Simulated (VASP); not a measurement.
Here is a VASP 6.6.1 calculation.

File INCAR:

```
  PREC = Accurate
  ENCUT = 600
  EDIFF = 1E-6
  ISMEAR = 0
  SIGMA = 0.05
  LREAL = F
  LASPH = T
  NELM = 120
  ALGO = Normal
  ISIF = 2
  LWAVE = F
  LCHARG = T
  GGA = PE
  LELF = T
  LVHAR = T
  NBANDS = 11
  GGA_COMPAT = F
```

The input KPOINTS:

```
Automatic mesh
0
Gamma
  16 16 16
```

POSCAR

```
BN
1.0
    0.0000000000      1.8135050275      1.8135050275
    1.8135050275      0.0000000000      1.8135050275
    1.8135050275      1.8135050275      0.0000000000
B N
1 1
Direct
    0.0000000000      0.0000000000      0.0000000000
    0.7500000000      0.7500000000      0.7500000000
```

Potentials or basis: VASP PAW PBE potentials, release 64 (B, N).

Launch:

```bash
$ cat potpaw_PBE.64/B/POTCAR potpaw_PBE.64/N/POTCAR > POTCAR
$ mpirun -np 1 vasp_std > vasp.out
```

Question: Estimate the band gap on the k mesh.

Answer: 4.45 eV (least direct gap 8.77 eV).

Question: Estimate the pressure.

Answer: -0.7 GPa.

**What was measured.**

From a printed reference work, monograph, for a bulk crystal of BN at 300 K: band gap 6.4 eV (indirect).

Measured gap of BN: 6.4 eV (indirect; 300 K; a printed reference work, monograph). This calculation gives 4.45 eV (-1.95 eV). The value is that of PBE on a finite k mesh, which can miss the band edges, without temperature or zero-point motion. Semilocal functionals fall short of measured gaps as a rule.
